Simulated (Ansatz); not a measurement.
Crystal: FePt (Tetraferroplatinum).

```
CELL_PARAMETERS angstrom
2.72350 0.00000 0.00000
0.00000 2.72350 0.00000
0.00000 0.00000 3.72000
ATOMIC_POSITIONS crystal
Pt 0.50000 0.50000 0.50000
Fe 0.00000 0.00000 0.00000
```

Base run:

| Quantity | Value |
| --- | --- |
| Program | Ansatz 0.2.0 |
| Functional | PBEsol |
| Potentials or basis | all-electron LAPW, scalar-relativistic |
| Cutoff | 282 eV (chosen from the basis error) |
| Basis error allowed | 0.001 eV/atom |
| k mesh | 10 × 10 × 7 |
| Occupations | fermi-dirac, width 0.05 eV |
| Spin | collinear spin, ferromagnetic start |
| Starting moments | [0.0, 3.0] μB |

Its results: band gap on the k mesh none (metal or under the smearing width); pressure -6.0 GPa.

Problem. The run is repeated on the same cell with these changes: spin from collinear spin, ferromagnetic start to no spin polarisation. What comes out?

Solution. Band gap on the k mesh none (metal or under the smearing width); pressure -22.5 GPa.
